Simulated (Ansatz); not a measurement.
A plane-wave DFT run in Ansatz 0.2.0 (scalar-relativistic PAW potentials unless the input names others): input and command.

```yaml
crystal:
  lattice:
    - [2.9764078218, 0.0, 0.0]
    - [0.0, 2.9764078218, 0.0]
    - [0.0, 0.0, 27.9292234653]
  atoms:
    - { symbol: Ru, position: [0.5, 0.5, 0.3043407207] }
    - { symbol: Al, position: [0.0, 0.0, 0.3576255503] }
    - { symbol: Ru, position: [0.5, 0.5, 0.4109103798] }
    - { symbol: Al, position: [0.0, 0.0, 0.4633640873] }
    - { symbol: Ru, position: [0.5, 0.5, 0.5161545893] }
    - { symbol: Al, position: [0.0, 0.0, 0.5690027734] }
    - { symbol: Ru, position: [0.5, 0.5, 0.6191409097] }
    - { symbol: H, position: [0.0, 0.0, 0.6234374846] }
basis:
  ecutwfc: 420
kpoints:
  mp_grid: { grid: [10, 10, 1] }
hamiltonian:
  xc: pbesol
scf:
  occupations: { method: gaussian, width: 0.1 }
  mixing: { preconditioner: kerker }
output:
  forces: true
  eigenvalues: true
relax:
  adjacent_minimum: "off"
  f_tol: 0.03
  max_steps: 70
  constraints: [{ sites: [0, 1, 2] }]
efield:
  axis: 3
  dipole_correction: true
  ramp_width: 0.04
```

```bash
ansatz run input.yaml --threads 2 --pin off --max-ram 5120MiB --backend cpu --events-out ev --progress --plain --runs-dir out
```

Abridged log:
```
Basis set: ecut = 420 eV, 4697 PW (Γ), exchange–correlation on 40×40×384 points (8 copies of the dense FFT grid, shifted against one another)
Bands: 45, of which v1, the nominal top of the filled ones, is band 37 counted from 1 (36 counted from 0)
Symmetry: 8 space group operations
k-points: 21 of 100
SCF iter   1: F=—  HF=-24854.856233 eV  |F-HF|=—  |Δ(HF+E_count)|=         —  Δρ=1.08e-2  dr2=2.67e0  ethr=1.77e-3  p=-0.005 e·Å  D=-3.66e-3 V/Å  ΔV_dip=0.10 eV  dr2_dipole=8.12e-1  V_vac-E_F(+/−)=4.39/4.29 eV  ⟨swp⟩=9.3  Hψ=4632  notcnv=0  defer=1
efield: sawtooth ramp at fractional position 0.9439 (placed from the atoms, in the widest stretch of the axis that holds none; the zero of the levels goes with the place), width 0.0400; the density the first Hamiltonian is built on has a dipole p = -0.005 e·Å; the dipole correction subtracts the counter field D = -3.66e-3 V/Å, which shifts the + side's vacuum level by +0.10 eV against the − side's; the planar-averaged density in the ramp window peaks in size at 1.2e-5 e/Å³
SCF iter   2: F=—  HF=-24854.921869 eV  |F-HF|=—  |Δ(HF+E_count)|=   6.56e-2  Δρ=2.25e-2  dr2=1.08e1  ethr=1.77e-3  p=-0.005 e·Å  D=-3.69e-3 V/Å  ΔV_dip=0.10 eV  dr2_dipole=3.86e0  V_vac-E_F(+/−)=4.44/4.34 eV  ⟨swp⟩=2.2  Hψ=1229  notcnv=0  defer=21  κ⁻¹=1.0e0(r=1)
SCF iter   3: F=—  HF=-24854.811202 eV  |F-HF|=—  |Δ(HF+E_count)|=   1.11e-1  Δρ=6.46e-3  dr2=1.93e0  ethr=1.77e-3  p=-0.005 e·Å  D=-3.70e-3 V/Å  ΔV_dip=0.10 eV  dr2_dipole=9.35e-1  V_vac-E_F(+/−)=4.48/4.38 eV  ⟨swp⟩=2.0  Hψ=1015  notcnv=0  defer=21  κ⁻¹=6.4e-3(r=2)
SCF iter   4: F=—  HF=-24854.812400 eV  |F-HF|=—  |Δ(HF+E_count)|=   1.20e-3  Δρ=6.22e-3  dr2=1.33e0  ethr=1.77e-3  p=-0.005 e·Å  D=-3.72e-3 V/Å  ΔV_dip=0.10 eV  dr2_dipole=4.84e-1  V_vac-E_F(+/−)=4.49/4.39 eV  ⟨swp⟩=1.0  Hψ=1104  notcnv=0  defer=9  κ⁻¹=5.8e-4(r=3)
SCF iter   5: F=—  HF=-24854.802600 eV  |F-HF|=—  |Δ(HF+E_count)|=   9.80e-3  Δρ=3.10e-3  dr2=3.72e-1  ethr=1.77e-3  p=-0.005 e·Å  D=-3.76e-3 V/Å  ΔV_dip=0.10 eV  dr2_dipole=1.49e-1  V_vac-E_F(+/−)=4.48/4.38 eV  ⟨swp⟩=1.0  Hψ=905  notcnv=0  defer=9  κ⁻¹=5.6e-5(r=4)
SCF iter   6: F=—  HF=-24854.799597 eV  |F-HF|=—  |Δ(HF+E_count)|=   3.00e-3  Δρ=5.05e-4  dr2=3.11e-3  ethr=5.03e-4  p=-0.005 e·Å  D=-3.86e-3 V/Å  ΔV_dip=0.11 eV  dr2_dipole=1.67e-8  V_vac-E_F(+/−)=4.49/4.38 eV  ⟨swp⟩=1.1  Hψ=918  notcnv=0  defer=27  κ⁻¹=1.8e-5(r=5)
SCF iter   7: F=—  HF=-24854.799291 eV  |F-HF|=—  |Δ(HF+E_count)|=   3.05e-4  Δρ=3.61e-4  dr2=1.87e-3  ethr=4.20e-6  p=-0.005 e·Å  D=-3.90e-3 V/Å  ΔV_dip=0.11 eV  dr2_dipole=1.62e-6  V_vac-E_F(+/−)=4.49/4.38 eV  ⟨swp⟩=2.0  Hψ=1218  notcnv=0  defer=28  κ⁻¹=8.4e-7(r=6)
SCF iter   8: F=—  HF=-24854.799353 eV  |F-HF|=—  |Δ(HF+E_count)|=   6.20e-5  Δρ=6.27e-4  dr2=6.25e-3  ethr=2.53e-6  p=-0.006 e·Å  D=-4.08e-3 V/Å  ΔV_dip=0.11 eV  dr2_dipole=1.71e-3  V_vac-E_F(+/−)=4.50/4.38 eV  ⟨swp⟩=2.0  Hψ=1147  notcnv=0  defer=28  κ⁻¹=6.6e-7(r=7)
   ...
SCF iter   9: F=—  HF=-24855.349973 eV  |F-HF|=—  |Δ(HF+E_count)|=   4.53e-7  Δρ=3.79e-6  dr2=7.35e-7  ethr=3.20e-10  p=-0.012 e·Å  D=-8.83e-3 V/Å  ΔV_dip=0.25 eV  dr2_dipole=1.53e-7  V_vac-E_F(+/−)=4.74/4.49 eV  ⟨swp⟩=2.0  Hψ=1131  notcnv=0  κ⁻¹=8.3e-6(r=8)
SCF iter  10: F=—  HF=-24855.349974 eV  |F-HF|=—  |Δ(HF+E_count)|=   6.42e-7  Δρ=5.29e-6  dr2=1.63e-6  ethr=3.20e-10  p=-0.012 e·Å  D=-8.85e-3 V/Å  ΔV_dip=0.25 eV  dr2_dipole=6.13e-7  V_vac-E_F(+/−)=4.74/4.49 eV  ⟨swp⟩=2.1  Hψ=1073  notcnv=0  κ⁻¹=1.8e-5(r=8)
SCF iter  11: F=—  HF=-24855.349974 eV  |F-HF|=—  |Δ(HF+E_count)|=   6.47e-8  Δρ=5.46e-6  dr2=1.44e-6  ethr=3.20e-10  p=-0.012 e·Å  D=-8.89e-3 V/Å  ΔV_dip=0.25 eV  dr2_dipole=6.54e-7  V_vac-E_F(+/−)=4.74/4.49 eV  ⟨swp⟩=2.0  Hψ=1030  notcnv=0  κ⁻¹=5.8e-5(r=8)
SCF iter  12: F=—  HF=-24855.349974 eV  |F-HF|=—  |Δ(HF+E_count)|=   5.65e-8  Δρ=4.95e-6  dr2=1.05e-6  ethr=3.20e-10  p=-0.012 e·Å  D=-8.90e-3 V/Å  ΔV_dip=0.25 eV  dr2_dipole=4.68e-7  V_vac-E_F(+/−)=4.74/4.49 eV  ⟨swp⟩=1.5  Hψ=934  notcnv=0  κ⁻¹=6.1e-5(r=8)
SCF iter  13: F=—  HF=-24855.349974 eV  |F-HF|=—  |Δ(HF+E_count)|=   6.02e-8  Δρ=1.75e-6  dr2=1.00e-7  ethr=3.20e-10  p=-0.012 e·Å  D=-8.95e-3 V/Å  ΔV_dip=0.25 eV  dr2_dipole=7.37e-8  V_vac-E_F(+/−)=4.74/4.49 eV  ⟨swp⟩=2.0  Hψ=1045  notcnv=0  κ⁻¹=4.0e-5(r=8)
SCF iter  14: F=—  HF=-24855.349974 eV  |F-HF|=—  |Δ(HF+E_count)|=   4.84e-8  Δρ=2.13e-6  dr2=1.44e-7  ethr=1.35e-10  p=-0.012 e·Å  D=-8.95e-3 V/Å  ΔV_dip=0.25 eV  dr2_dipole=9.68e-8  V_vac-E_F(+/−)=4.74/4.49 eV  ⟨swp⟩=8.6  Hψ=3349  notcnv=0  κ⁻¹=5.0e-5(r=8)
SCF iter  15: F=-24855.349974 eV  HF=-24855.349973 eV  |F-HF|=2.39e-7  |Δ(HF+E_count)|=   1.41e-7  Δρ=1.38e-6  dr2=3.79e-8  ethr=1.35e-10  p=-0.012 e·Å  D=-8.96e-3 V/Å  ΔV_dip=0.25 eV  dr2_dipole=1.42e-8  V_vac-E_F(+/−)=4.74/4.49 eV  ⟨swp⟩=5.3  Hψ=3346  notcnv=0  κ⁻¹=3.6e-5(r=8)
SCF iter  16: F=-24855.349974 eV  HF=-24855.349973 eV  |F-HF|=3.11e-7  |Δ(HF+E_count)|=   6.68e-8  Δρ=1.21e-6  dr2=3.53e-8  ethr=5.13e-11  p=-0.012 e·Å  D=-8.96e-3 V/Å  ΔV_dip=0.25 eV  dr2_dipole=1.10e-9  V_vac-E_F(+/−)=4.74/4.49 eV  ⟨swp⟩=5.5  Hψ=3131  notcnv=0
SCF 6 converged in 16 iterations: F = -24855.349974 eV  dr2 = 3.53e-8
relax step   6: F+E_penalty+E_count = -24855.34997371 eV  Δ(F+E_penalty+E_count) = -2.040e-7 eV  max|allowed force component| = 9.894e-3 eV/Å  Δτ_max = 0.0000 Å  (16 SCF iters, accepted)
SCF converged after 16 iterations
Stability not checked: this state was not tested for a lower state beside it, because the mixer in use, unlike msr1, does not test its closes by its own steps (another_mixer; see scf.mixing.algorithm and scf.lower_state_search)
Free energy (F): -24855.349974 eV
Harris-Foulkes:  -24855.349973 eV  (|F-HF|=3.11e-7)
Internal energy: -24855.314169 eV  (E = F + TS)
E sigma→0 (E₀):  -24855.332071 eV
Entropy (-TS):   -0.035805 eV (-4.476 meV/atom)
Fermi energy:    3.733950 eV
Dipole field:    D = -0.008918 V/Å  (p = -0.012194 e·Å, saw-weighted, corrected)
Work function:   Φ+ = 4.7427 eV   Φ− = 4.4936 eV
Levels:          The Fermi level and band energies are counted from a zero that moves with the ramp; work functions are not
--- Forces (eV/Å), atoms counted from 1 ---
  atom   1  Ru     0.00000000     0.00000000     0.70014477
  atom   2  Al     0.00000000     0.00000000    -0.40717472
  atom   3  Ru     0.00000000     0.00000000    -0.29785126
  atom   4  Al     0.00000000     0.00000000     0.00413687
  atom   5  Ru     0.00000000     0.00000000     0.00989362
  atom   6  Al     0.00000000     0.00000000     0.00263456
  atom   7  Ru     0.00000000     0.00000000    -0.00826877
  atom   8  H      0.00000000     0.00000000    -0.00342802
--- Relaxed structure (6 steps of the walk, 6 accepted, 0 SCFs on fresh bases) ---
  F+E_penalty+E_count = -24855.34997371 eV   max|allowed force component| = 9.894e-3 eV/Å
  atoms:
    - { symbol: Ru, position: [0.5, 0.5, 0.30434072] }
    - { symbol: Al, position: [0.0, 0.0, 0.35762555] }
    - { symbol: Ru, position: [0.5, 0.5, 0.41091037] }
    - { symbol: Al, position: [0.0, 0.0, 0.46346110] }
    - { symbol: Ru, position: [0.5, 0.5, 0.51587601] }
    - { symbol: Al, position: [0.0, 0.0, 0.56755594] }
    - { symbol: Ru, position: [0.5, 0.5, 0.62220384] }
    - { symbol: H, position: [0.0, 0.0, 0.63721669] }
```

Apart from outputs and empty bands, the input differs from a reference run on usual settings in scf.mixing.preconditioner: not typed → "kerker". The reference, at the same start, ended its own course with largest force 0.700 eV/Å (on an atom or along a direction that it held fixed), no gap on the mesh. This run converged in 139 SCF iterations over all its steps (reference: 34) with an energy at zero smearing within 0.01 meV/atom of the reference's, largest force 0.700 eV/Å, no gap on the mesh.

It took 100 s on 2 threads of Intel(R) Xeon(R) Platinum 8375C CPU @ 2.90GHz (Ice Lake), on a shared host, peak memory 0.59 GiB.